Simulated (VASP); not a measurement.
# P (Cmce) in VASP: notebook, part 2 of 2

VASP 6.6.1.

### Step 3. EvGW0 quasiparticle levels, PBE

POSCAR reads:

```
P
1.0
    1.6477431241     -5.4650377251      0.0000000000
    1.6477431241      5.4650377251      0.0000000000
    0.0000000000      0.0000000000      4.5436355900
P
4
Direct
    0.9041431300      0.0958568700      0.5888151700
    0.0958568700      0.9041431300      0.4111848300
    0.5958568700      0.4041431300      0.0888151700
    0.4041431300      0.5958568700      0.9111848300
```

INCAR.step1 reads:

```
SYSTEM = P
ALGO = Fast ; EDIFF = 1E-8
ENCUT = 500 ; GGA = PE
ISMEAR = 0 ; KPAR = 4
LASPH = .True. ; LCHARG = .False.
LREAL = .False. ; LWAVE = .True.
NELM = 100 ; PREC = Accurate
SIGMA = 0.01
```

INCAR.step2 reads:

```
SYSTEM = P
ALGO = Exact ; EDIFF = 1E-8
ENCUT = 500 ; GGA = PE
ISMEAR = 0 ; ISTART = 1
KPAR = 4 ; LASPH = .True.
LCHARG = .False. ; LOPTICS = .True.
LREAL = .False. ; LWAVE = .True.
NBANDS = 351 ; NELM = 1
PREC = Accurate ; SIGMA = 0.01
```

INCAR.step3 reads:

```
SYSTEM = P
ALGO = EVGW0 ; EDIFF = 1E-8
ENCUT = 500 ; ENCUTGW = 150
GGA = PE ; ISMEAR = 0
ISTART = 1 ; KPAR = 4
LASPH = .True. ; LCHARG = .False.
LREAL = .False. ; LWAVE = .False.
NBANDS = 351 ; NBANDSGW = 18
NELMGW = 4 ; NOMEGA = 50
PREC = Accurate ; PRECFOCK = Fast
SIGMA = 0.01
```

KPOINTS reads:

```
k-points
0
Gamma
  4 4 2
  0 0 0
```

Potentials or basis: VASP PAW PBE potentials, release 64 (P_GW).

Run with:

```bash
$ cat potpaw_PBE.64/P_GW/POTCAR > POTCAR
$ cp INCAR.step1 INCAR
$ mpirun -np 4 vasp_std > vasp.out
$ cp INCAR.step2 INCAR
$ mpirun -np 4 vasp_std > vasp.out
$ cp INCAR.step3 INCAR
$ mpirun -np 4 vasp_std > vasp.out
```

OUTCAR:

```text
SYSTEM = P
   EDIFF = 1E-8
   ENCUT = 500
   ENCUTGW = 150
   GGA = PE
   ISMEAR = 0
   ISTART = 1
   LASPH = .True.
   LREAL = .False.
   NELMGW = 4
   PREC = Accurate
   PRECFOCK = Fast

 ion  position               nearest neighbor table
   1  0.904  0.096  0.589-   4 2.20   4 2.20   2 2.25
   2  0.096  0.904  0.411-   3 2.20   3 2.20   1 2.25
   3  0.596  0.404  0.089-   2 2.20   2 2.20   4 2.25
   4  0.404  0.596  0.911-   1 2.20   1 2.20   3 2.25

  LATTYP: Found a base centered orthorhombic cell.
 ALAT       =     3.2954862482
 B/A-ratio  =     3.3166806435
 C/A-ratio  =     1.3787451222

[... 168 lines left out ...]
   ENCUTGWSOFT         = 120.0    soft cutoff for Coulomb kernel in GW response function in eV
   ENCUTLF             =  -1.0    cutoff for local field effects
   NELMGW              =     4    number of iterations in solving QP/BSE equation
   NELMHF              =     1    number of iterations in the inner HF iteration
   NKREDLFX            =     1    NKREDLFY  =   1   NKREDLFZ  =   1
 non-spin polarized calculation
 Gauss-broadening in eV      SIGMA  =   0.01
  energy-cutoff  :      500.00
  volume of cell :       81.83
 maximum number of plane-waves:      2101
 NGX is ok and might be reduce to    42
  NGX = 24; NGY = 24; NGZ = 18
   NGX = 21   NGY = 21   NGZ = 17
 maximum number of plane-waves:       353

 QP shifts <psi_nk| G(iteration)W_0 |psi_nk>: iteration 1
 for sc-GW calculations column KS-energies equals QP-energies in previous step
 and V_xc(KS)=  KS-energies - (<T + V_ion + V_H > + <T+V_H+V_ion>^1  + <V_x>^1)

 k-point   1 :       0.0000    0.0000    0.0000
  band No.  KS-energies  QP-energies   sigma(KS)   V_xc(KS)     V^pw_x(r,r')   Z            occupation Imag(sigma)

      1     -10.3540     -10.7219     -12.6412     -12.0555     -20.1361       0.6280       2.0000       1.3809
      2      -7.6130      -8.0254     -13.1456     -12.5166     -19.4424       0.6558       2.0000       0.9633
      3      -4.3123      -4.7263     -13.0897     -12.4664     -18.0708       0.6642       2.0000       0.5410
      4      -1.2914      -1.8341     -11.9666     -11.1881     -15.3076       0.6970       2.0000       0.2758
      5       0.5480       0.1290     -12.9562     -12.3446     -16.0588       0.6851       2.0000       0.2032
      6       0.5974       0.0788     -11.4563     -10.7147     -14.2485       0.6994       2.0000       0.1688
[... 1213 lines left out ...]
      4      -4.4749      -4.4853     -12.1306       7.6403     -17.0902       0.6721       2.0000       0.6348
      5       1.5520       1.5458     -13.3422      14.8856     -15.2359       0.7199       2.0000       0.0301
      6       1.5520       1.5458     -13.3422      14.8856     -15.2359       0.7199       2.0000       0.0301
[... 10 lines left out ...]
     17      11.3194      11.3185     -10.2892      21.6075      -4.9394       0.7661       0.0000      -0.1855
     18      11.3194      11.3185     -10.2892      21.6075      -4.9394       0.7661       0.0000      -0.1855
```

Run time: 12 min. Hardware: 4 MPI ranks of Intel Xeon 6975P-C (Granite Rapids), shared host; peak memory 1.5 GiB.

Results:

* Band gap on the k mesh, mean-field level: 0.09 eV, direct
* Quasiparticle gap: 0.55 eV
* Least direct quasiparticle gap: 0.55 eV

Levels at points of the mesh, in eV from the valence-band top:
```csv
k point,band 8,band 9,band 10,band 11,band 12,band 13
"(0.00, 0.00, 0.00)",-2.81,-2.62,-1.23,0.54,0.96,1.84
"(0.50, 0.00, 0.00)",-3.41,-2.67,-2.67,0.62,0.62,1.44
"(0.50, 0.50, 0.00)",-2.46,-1.60,0.00,0.09,0.73,2.05
"(0.00, 0.00, 0.50)",-3.32,-1.69,-1.69,1.38,1.38,2.86
"(0.50, 0.00, 0.50)",-5.33,-1.83,-1.83,1.62,1.62,3.38
"(0.50, 0.50, 0.50)",-2.81,-2.00,-2.00,1.35,1.35,2.54
```

Quasiparticle gap after each update of the energies (eV): 0.47, 0.54, 0.55, 0.55

Caveat: the k mesh is coarse (spacing up to 0.69 Å⁻¹), so the values aren't converged; bands, screening cutoff and mesh are small and nothing is extrapolated, so the quasiparticle values aren't converged. A k mesh can miss the band edges.

### Step 4. For comparison

An earlier run on the cell as given: functional PBE; potentials or basis VASP PAW PBE potentials, release 64 (P); cutoff 520 eV; k mesh 8 × 8 × 6; occupations fermi-dirac, width 0.05 eV; no spin polarisation.

- Pressure: 1.7 GPa
- Largest force: 0.287 eV/Å
- Band gap on the k mesh: 0.11 eV, direct
